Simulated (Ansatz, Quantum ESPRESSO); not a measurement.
# AlFe in the B2 ordering: electron–phonon coupling with Quantum ESPRESSO, part 5 of 6

Each step names its level of theory.

So far, highest frequency, solved or plainly interpolated (cm⁻¹): step 4 (phonons and couplings with ph.x: Methfessel–Paxton smearing of 0.2 eV) 382; step 5 (coupling and resistivity: Methfessel–Paxton smearing of 0.2 eV, PBE) 384. The relaxed cell has a = 2.875 Å (conventional setting).

The structure was built from a prototype and need not be the compound's stable phase.

**7. Second program, linear response: Methfessel–Paxton smearing of 0.2 eV**

Level of this step: DFT PBE, scalar-relativistic, plane waves, GBRV ultrasoft pseudopotentials (Quantum ESPRESSO).

ph.x gives each mode's frequency and linewidth; λ of a mode follows from Gaussian double-delta sums over the k mesh, here at four widths.

File ph.in:

```
phonons and couplings
 &inputph
    prefix='x',
    outdir='./tmp',
    tr2_ph=1.0d-15,
    fildyn='x.dyn',
    fildvscf='dvscf',
    ldisp=.true.,
    nq1=2,
    nq2=2,
    nq3=2,
    electron_phonon='simple',
    el_ph_ngauss=0,
    el_ph_sigma=0.00734986,
    el_ph_nsigma=4,
    alpha_mix(1)=0.5,
    amass(1)=26.9815,
    amass(2)=55.845,
 /
```

Command:

```sh
> OMP_NUM_THREADS=1 mpirun -n 4 ph.x -nk 4 -in ph.in > ph.x.log
```

The program printed:

```text
[banner, memory and clock lines left out]
Program PHONON v.7.5

     ./tmp/x.save/

     IMPORTANT: XC functional enforced from input :
     Exchange-correlation= PBE
                           (   1   4   3   4   0   0   0)
     Any further DFT definition will be discarded
     Please, verify this is what you really want

     G-vector sticks info

     Check: negative core charge=   -0.000019
     Reading collected, re-writing distributed wavefunctions in ./tmp/

     Dynamical matrices for ( 2, 2, 2)  uniform grid of q-points
     (   4 q-points):
       N         xq(1)         xq(2)         xq(3)
       1   0.000000000   0.000000000   0.000000000
       2   0.000000000   0.000000000  -0.500000000
       3   0.000000000  -0.500000000  -0.500000000
       4  -0.500000000  -0.500000000  -0.500000000

     Number and degeneracy of irreps per q-point
       N         xq(1)         xq(2)         xq(3)   N irreps
       1   0.000000000   0.000000000   0.000000000       2
        3   3
       2   0.000000000   0.000000000  -0.500000000       4
        1   2   1   2
       3   0.000000000  -0.500000000  -0.500000000       4
        1   1   2   2
       4  -0.500000000  -0.500000000  -0.500000000       2
        3   3

     Saving dvscf to file. Distribute only q points, not irreducible representations.

     Calculation of q =    0.0000000   0.0000000   0.0000000

     phonons and couplings

     bravais-lattice index     =            1
     lattice parameter (alat)  =       5.4335  a.u.
     unit-cell volume          =     160.4096 (a.u.)^3
     number of atoms/cell      =            2
     number of atomic types    =            2
     kinetic-energy cut-off    =      52.0000  Ry
     charge density cut-off    =     416.0000  Ry
     convergence threshold     =      1.0E-15
     beta                      =       0.5000
     number of iterations used =            4
     Exchange-correlation= PBE
                           (   1   4   3   4   0   0   0)

     celldm(1)=    5.43346  celldm(2)=    0.00000  celldm(3)=    0.00000
     celldm(4)=    0.00000  celldm(5)=    0.00000  celldm(6)=    0.00000

     crystal axes: (cart. coord. in units of alat)
               a(1) = (  1.0000  0.0000  0.0000 )
               a(2) = (  0.0000  1.0000  0.0000 )
               a(3) = (  0.0000  0.0000  1.0000 )

     reciprocal axes: (cart. coord. in units 2 pi/alat)
               b(1) = (  1.0000  0.0000  0.0000 )
               b(2) = (  0.0000  1.0000  0.0000 )
               b(3) = (  0.0000  0.0000  1.0000 )

     Atoms inside the unit cell:

     Cartesian axes

     site n.  atom      mass           positions (alat units)
        1  Al     26.9815   tau(    1) = (    0.00000    0.00000    0.00000  )
        2  Fe     55.8450   tau(    2) = (    0.50000    0.50000    0.50000  )

     Computing dynamical matrix for
                    q = (   0.0000000   0.0000000   0.0000000 )

     49 Sym.Ops. (with q -> -q+G )

     G cutoff =  311.0908  (  22983 G-vectors)     FFT grid: ( 36, 36, 36)
     G cutoff =  155.5454  (   8217 G-vectors)  smooth grid: ( 25, 25, 25)

     number of k points=   112  Methfessel-Paxton smearing, width (Ry)=  0.0147

     PseudoPot. # 1 for Al read from file:
     ./pseudo/Al.upf
     Pseudo is Ultrasoft + core correction, Zval =  3.0
     Using radial grid of  893 points,  3 beta functions with:
                l(1) =   0
                l(2) =   1
                l(3) =   2
     Q(r) pseudized with  8 coefficients,  rinner =    0.900   0.900   0.900
                                                       0.900   0.900

     PseudoPot. # 2 for Fe read from file:
     ./pseudo/Fe.upf
     Pseudo is Ultrasoft + core correction, Zval = 16.0
     Using radial grid of  861 points,  6 beta functions with:
                l(1) =   0
                l(2) =   0
                l(3) =   1
                l(4) =   1
                l(5) =   2
                l(6) =   2
     Q(r) pseudized with  8 coefficients,  rinner =    1.000   1.000   1.000
                                                       1.000   1.000

     Mode symmetry, O_h (m-3m)  point group:

     Atomic displacements:
     There are    2 irreducible representations

     Representation     1      3 modes -  To be done

     Representation     2      3 modes -  To be done

     Alpha used in Ewald sum =   2.8000

     Representation #   1 modes #   1   2   3

     Self-consistent Calculation

     Pert. #  1: Fermi energy shift (Ry) =     0.0000E+00     0.0000E+00
     Pert. #  2: Fermi energy shift (Ry) =     0.0000E+00     0.0000E+00
     Pert. #  3: Fermi energy shift (Ry) =     0.0000E+00     0.0000E+00

      thresh= 1.000E-02 alpha_mix =  0.500 |ddv_scf|^2 =  6.411E-06

     Pert. #  1: Fermi energy shift (Ry) =     0.0000E+00     0.0000E+00
     Pert. #  2: Fermi energy shift (Ry) =     0.0000E+00     0.0000E+00
     Pert. #  3: Fermi energy shift (Ry) =     0.0000E+00     0.0000E+00

      thresh= 2.532E-04 alpha_mix =  0.500 |ddv_scf|^2 =  1.867E-07

     Pert. #  1: Fermi energy shift (Ry) =     0.0000E+00     0.0000E+00
     Pert. #  2: Fermi energy shift (Ry) =     0.0000E+00     0.0000E+00
     Pert. #  3: Fermi energy shift (Ry) =     0.0000E+00     0.0000E+00

      thresh= 4.320E-05 alpha_mix =  0.500 |ddv_scf|^2 =  5.462E-09

     Pert. #  1: Fermi energy shift (Ry) =     0.0000E+00     0.0000E+00
     Pert. #  2: Fermi energy shift (Ry) =     0.0000E+00     0.0000E+00
     Pert. #  3: Fermi energy shift (Ry) =     0.0000E+00     0.0000E+00

      thresh= 7.390E-06 alpha_mix =  0.500 |ddv_scf|^2 =  4.404E-11

     Pert. #  1: Fermi energy shift (Ry) =     0.0000E+00     0.0000E+00
     Pert. #  2: Fermi energy shift (Ry) =     0.0000E+00     0.0000E+00
     Pert. #  3: Fermi energy shift (Ry) =     0.0000E+00     0.0000E+00

      thresh= 6.636E-07 alpha_mix =  0.500 |ddv_scf|^2 =  1.291E-12

     Pert. #  1: Fermi energy shift (Ry) =     0.0000E+00     0.0000E+00
[...]
thresh= 1.136E-07 alpha_mix =  0.500 |ddv_scf|^2 =  7.594E-14

[...]
thresh= 2.756E-08 alpha_mix =  0.500 |ddv_scf|^2 =  9.079E-16

     End of self-consistent calculation

     Convergence has been achieved

     Representation #   2 modes #   4   5   6

     Self-consistent Calculation

[...]
thresh= 1.000E-02 alpha_mix =  0.500 |ddv_scf|^2 =  1.756E-08

[...]
thresh= 1.325E-05 alpha_mix =  0.500 |ddv_scf|^2 =  3.946E-09

[...]
thresh= 6.281E-06 alpha_mix =  0.500 |ddv_scf|^2 =  7.708E-11

[...]
Pert. #  2: Fermi energy shift (Ry) =     0.0000E+00     0.0000E+00
[...]
b(2) = (  0.000000  1.000000  0.000000 )
               b(3) = (  0.000000  0.000000  1.000000 )

     PseudoPot. # 1 for Al read from file:
     ./pseudo/Al.upf
     Pseudo is Ultrasoft + core correction, Zval =  3.0
     Using radial grid of  893 points,  3 beta functions with:
[...]
Q(r) pseudized with  8 coefficients,  rinner =    0.900   0.900   0.900
                                                       0.900   0.900

     PseudoPot. # 2 for Fe read from file:
     ./pseudo/Fe.upf
     Pseudo is Ultrasoft + core correction, Zval = 16.0
     Using radial grid of  861 points,  6 beta functions with:
[...]
Q(r) pseudized with  8 coefficients,  rinner =    1.000   1.000   1.000
                                                       1.000   1.000

     atomic species   valence    mass     pseudopotential
     Al                3.00    26.98150     Al( 1.00)
     Fe               16.00    55.84500     Fe( 1.00)

     Starting magnetic structure
     atomic species   magnetization
     Al              0.000
     Fe              0.054

     48 Sym. Ops., with inversion, found

   Cartesian axes

     site n.     atom                  positions (alat units)
         1        Al     tau(   1) = (   0.0000000   0.0000000   0.0000000  )
         2        Fe     tau(   2) = (   0.5000000   0.5000000   0.5000000  )

     number of k points=   112  Methfessel-Paxton smearing, width (Ry)=  0.0147

     Number of k-points >= 100: set verbosity='high' to print them.

     Dense  grid:    22983 G-vectors     FFT dimensions: (  36,  36,  36)

     Smooth grid:     8217 G-vectors     FFT dimensions: (  25,  25,  25)

     Check: negative core charge=   -0.000019

     The potential is recalculated from file :
     ./tmp/_ph0/x.q_4/x.save/charge-density

     Starting wfcs are   17 atomic +    2 random wfcs

     Band Structure Calculation
     Davidson diagonalization with overlap

     ethr =  5.26E-11,  avg # of iterations = 13.9

     End of band structure calculation

     Number of k-points >= 100: set verbosity='high' to print the bands.

     the Fermi energy is    13.9067 ev

     Writing config to output data dir ./tmp/_ph0/x.q_4/x.save/ :
     XML data file

     phonons and couplings

     bravais-lattice index     =            1
     lattice parameter (alat)  =       5.4335  a.u.
     unit-cell volume          =     160.4096 (a.u.)^3
     number of atoms/cell      =            2
     number of atomic types    =            2
     kinetic-energy cut-off    =      52.0000  Ry
     charge density cut-off    =     416.0000  Ry
     convergence threshold     =      1.0E-15
     beta                      =       0.5000
     number of iterations used =            4
     Exchange-correlation= PBE
                           (   1   4   3   4   0   0   0)

     celldm(1)=    5.43346  celldm(2)=    0.00000  celldm(3)=    0.00000
     celldm(4)=    0.00000  celldm(5)=    0.00000  celldm(6)=    0.00000

     crystal axes: (cart. coord. in units of alat)
               a(1) = (  1.0000  0.0000  0.0000 )
               a(2) = (  0.0000  1.0000  0.0000 )
               a(3) = (  0.0000  0.0000  1.0000 )

     reciprocal axes: (cart. coord. in units 2 pi/alat)
               b(1) = (  1.0000  0.0000  0.0000 )
               b(2) = (  0.0000  1.0000  0.0000 )
               b(3) = (  0.0000  0.0000  1.0000 )

     Atoms inside the unit cell:

     Cartesian axes

     site n.  atom      mass           positions (alat units)
        1  Al     26.9815   tau(    1) = (    0.00000    0.00000    0.00000  )
        2  Fe     55.8450   tau(    2) = (    0.50000    0.50000    0.50000  )

     Computing dynamical matrix for
                    q = (  -0.5000000  -0.5000000  -0.5000000 )

     49 Sym.Ops. (with q -> -q+G )

     G cutoff =  311.0908  (  22983 G-vectors)     FFT grid: ( 36, 36, 36)
     G cutoff =  155.5454  (   8217 G-vectors)  smooth grid: ( 25, 25, 25)

     number of k points=   224  Methfessel-Paxton smearing, width (Ry)=  0.0147

     PseudoPot. # 1 for Al read from file:
     ./pseudo/Al.upf
     Pseudo is Ultrasoft + core correction, Zval =  3.0
     Using radial grid of  893 points,  3 beta functions with:
[...]
l(2) =   1
                l(3) =   2
     Q(r) pseudized with  8 coefficients,  rinner =    0.900   0.900   0.900
                                                       0.900   0.900

     PseudoPot. # 2 for Fe read from file:
     ./pseudo/Fe.upf
     Pseudo is Ultrasoft + core correction, Zval = 16.0
     Using radial grid of  861 points,  6 beta functions with:
                l(1) =   0
                l(2) =   0
                l(3) =   1
                l(4) =   1
                l(5) =   2
                l(6) =   2
     Q(r) pseudized with  8 coefficients,  rinner =    1.000   1.000   1.000
                                                       1.000   1.000

     Mode symmetry, O_h (m-3m)  point group:

     Atomic displacements:
     There are    2 irreducible representations

     Representation     1      3 modes -  To be done

     Representation     2      3 modes -  To be done

     Alpha used in Ewald sum =   2.8000

     Representation #   1 modes #   1   2   3

     Self-consistent Calculation

[...]
End of self-consistent calculation

     Convergence has been achieved

     Representation #   2 modes #   4   5   6

     Self-consistent Calculation

      thresh= 1.000E-02 alpha_mix =  0.500 |ddv_scf|^2 =  3.393E-08

      thresh= 1.842E-05 alpha_mix =  0.500 |ddv_scf|^2 =  3.964E-09

      thresh= 6.296E-06 alpha_mix =  0.500 |ddv_scf|^2 =  7.326E-10

      thresh= 2.707E-06 alpha_mix =  0.500 |ddv_scf|^2 =  1.985E-12

      thresh= 1.409E-07 alpha_mix =  0.500 |ddv_scf|^2 =  2.052E-13

      thresh= 4.530E-08 alpha_mix =  0.500 |ddv_scf|^2 =  1.579E-14

      thresh= 1.256E-08 alpha_mix =  0.500 |ddv_scf|^2 =  6.089E-15

      thresh= 7.803E-09 alpha_mix =  0.500 |ddv_scf|^2 =  1.452E-16

     End of self-consistent calculation

     Convergence has been achieved

     Number of q in the star =    1
     List of q in the star:
          1  -0.500000000  -0.500000000  -0.500000000

     Diagonalizing the dynamical matrix

     q = (   -0.500000000  -0.500000000  -0.500000000 )

 **************************************************************************
     freq (    1) =       6.993273 [THz] =     233.270484 [cm-1]
     freq (    2) =       6.993273 [THz] =     233.270484 [cm-1]
     freq (    3) =       6.993273 [THz] =     233.270484 [cm-1]
     freq (    4) =      10.398068 [THz] =     346.842215 [cm-1]
     freq (    5) =      10.398068 [THz] =     346.842215 [cm-1]
     freq (    6) =      10.398068 [THz] =     346.842215 [cm-1]
 **************************************************************************

     Mode symmetry, O_h (m-3m)  point group:

     freq (   1-   3) =        233.3  [cm-1]   --> T_2g G_25' G_5+
     freq (   4-   6) =        346.8  [cm-1]   --> T_1u G_15  G_4-

     Gaussian Broadening:   0.007 Ry, ngauss=   0
     DOS = 14.188934 states/spin/Ry/Unit Cell at Ef= 13.911882 eV
     double delta at Ef =721.144365
[...]
Gaussian Broadening:   0.015 Ry, ngauss=   0
     DOS = 14.430833 states/spin/Ry/Unit Cell at Ef= 13.923608 eV
     double delta at Ef =515.471514
[...]
Gaussian Broadening:   0.022 Ry, ngauss=   0
     DOS = 14.596787 states/spin/Ry/Unit Cell at Ef= 13.942326 eV
     double delta at Ef =580.941878
[...]
lambda(    5)=  0.0326   gamma=   49.08 GHz
     lambda(    6)=  0.0326   gamma=   49.08 GHz

     Gaussian Broadening:   0.029 Ry, ngauss=   0
     DOS = 14.505945 states/spin/Ry/Unit Cell at Ef= 13.964595 eV
     double delta at Ef =589.637370
     lambda(    1)=  0.1192   gamma=   80.73 GHz
     lambda(    2)=  0.1192   gamma=   80.73 GHz
     lambda(    3)=  0.1192   gamma=   80.73 GHz
     lambda(    4)=  0.0339   gamma=   50.80 GHz
     lambda(    5)=  0.0339   gamma=   50.80 GHz
     lambda(    6)=  0.0339   gamma=   50.80 GHz
```

Elapsed: 7.7 min, on 4 MPI ranks of Arm Neoverse V1, shared host.

This step gave:

```
highest frequency, solved or plainly interpolated : 383.1 cm⁻¹
omega log against width                           : 20.49, 20.74, 20.85, 20.96 meV, at widths 0.1 to 0.4 eV
```

(Part 5 of 6 ends here.)

[Logs are printed without paths, hosts, clocks, repeated set-up lines and the standing remarks that a program may print on its own settings, such as how far it seeks lower states.]

[Hosts, paths, dates, database ids (printed as entryN), source tags and the programs' standing remarks are cut or masked in the printed files.]
